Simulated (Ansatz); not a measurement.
Al2Cu:

```
CELL_PARAMETERS angstrom
-2.03034 2.03034 2.85109
2.03034 -2.03034 2.85109
2.03034 2.03034 -2.85109
ATOMIC_POSITIONS crystal
Cu 0.50000 0.50000 0.00000
Al 0.25000 0.75000 0.50000
Al 0.75000 0.25000 0.50000
```

The cell comes from a database or a generator and needn't be the stable form of this composition.

- Program: Ansatz 0.2.0
- Task: relaxation of cell and atoms
- Functional: PBEsol
- Dispersion: D3(BJ)
- Potentials or basis: Ansatz PAW
- Cutoff: 420 eV (not typed: the program's choice for these potentials)
- k mesh: 9 × 9 × 9
- Occupations: fermi-dirac, width 0.05 eV
- Spin: no spin polarisation

At the start: volume 15.67 Å³/atom.

Task: How do energy, volume and symmetry change on relaxing?

Result: It ends after 8 steps and the volume is 15.13 Å³/atom (-3.5 %); space group Fm-3m (No. 225, to 0.05 Å).

The path:
```csv
step,energy change (eV),largest force (eV/Å),volume (Å³)
1,0.0000,0.0000,47.01
2,-0.0181,0.0000,45.87
3,-0.0201,0.0000,45.35
4,-0.0201,0.0000,45.38
5,-0.0201,0.0000,45.39
6,-0.0196,0.0000,45.39
7,-0.0196,0.0000,45.38
8,-0.0196,0.0000,45.38
```

Final structure:
```xyz
3
Lattice="-2.0020 2.0020 2.8305 2.0020 -2.0020 2.8305 2.0020 2.0020 -2.8305" Properties=species:S:1:pos:R:3 pbc="T T T"
Cu    0.0000    0.0000    2.8305
Al    2.0020    0.0000    1.4152
Al    0.0000    2.0020    1.4152
```

Caveat: the plane-wave basis is chosen anew once the cell has moved, so the energies of steps on either side of that aren't comparable; pairwise dispersion overbinds metals, which lowers pressure and volume; the PAW data sets come from PBE, with cores solved anew for the run's functional, which leaves a small shift of forces and pressure.
